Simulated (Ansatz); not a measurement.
## Ge3S: from a trial structure to a relaxed crystal

All numbers below come from Ansatz, DFT PBE, scalar-relativistic, plane waves, PAW. Cutoff 420 eV, Γ-centred k mesh, Gaussian smearing, no spin polarisation in the final step.

The start puts Ge3S on the anti-ReO3 structure type (Pm-3m, No. 221), with S in place of Re, Ge in place of O, at a guessed volume.

```
Ge S
1.0
     4.54388    0.00000    0.00000
     0.00000    4.54388    0.00000
     0.00000    0.00000    4.54388
Ge S
3 1
Direct
  0.50000 0.00000 0.00000
  0.00000 0.50000 0.00000
  0.00000 0.00000 0.50000
  0.00000 0.00000 0.00000
```

Steps on the 4×4×4 mesh (4 atoms). 7 of 7 steps are shown, and the free energy counts from the last. Trial steps that were taken back and renewals of the plane-wave basis can be among the rows.

| step | ΔF (meV/atom) | V (Å³/atom) | P (GPa) |
| --- | --- | --- | --- |
| 1 | 395.3 | 23.45 | 14.42 |
| 2 | 142.2 | 27.05 | 8.01 |
| 3 | 18.8 | 31.00 | 1.75 |
| 4 | 12.5 | 32.31 | -0.14 |
| 5 | 1.0 | 32.31 | 0.60 |
| 6 | 0.0 | 32.75 | 0.14 |
| 7 | 0.0 | 32.75 | 0.13 |

A final relaxation ran on a 10×10×10 mesh. The relaxed crystal, Pm-3m (No. 221):

```cif
data_structure
_symmetry_space_group_name_H-M 'Pm-3m'
_symmetry_Int_Tables_number 221
_cell_length_a 5.0568
_cell_length_b 5.0568
_cell_length_c 5.0568
_cell_angle_alpha 90.000
_cell_angle_beta 90.000
_cell_angle_gamma 90.000
_cell_volume 129.31
loop_
_atom_site_label
_atom_site_type_symbol
_atom_site_symmetry_multiplicity
_atom_site_Wyckoff_symbol
_atom_site_fract_x
_atom_site_fract_y
_atom_site_fract_z
_atom_site_occupancy
Ge1 Ge 3 d 0.50000 0.00000 0.00000 1
S1 S 1 a 0.00000 0.00000 0.00000 1
```

- Volume per atom: 32.33 Å³
- Density: 3.21 g/cm³
- Energy over the elements: 0.84 eV/atom
- Gap on the 10×10×10 mesh: 0 eV (a metal)

The zero of energy is the elements' standard structures at the same level; no fitted shifts are applied.

The final run used a 10×10×10 mesh on its 4-atom cell and 0.10 eV smearing. The k mesh leaves about 4 meV/atom of noise in metals.

A structure relaxed within its symmetry needn't be a true minimum.

Cost: 3 runs of about 0.88 core-minutes in all, on Arm Neoverse V1 (shared hosts).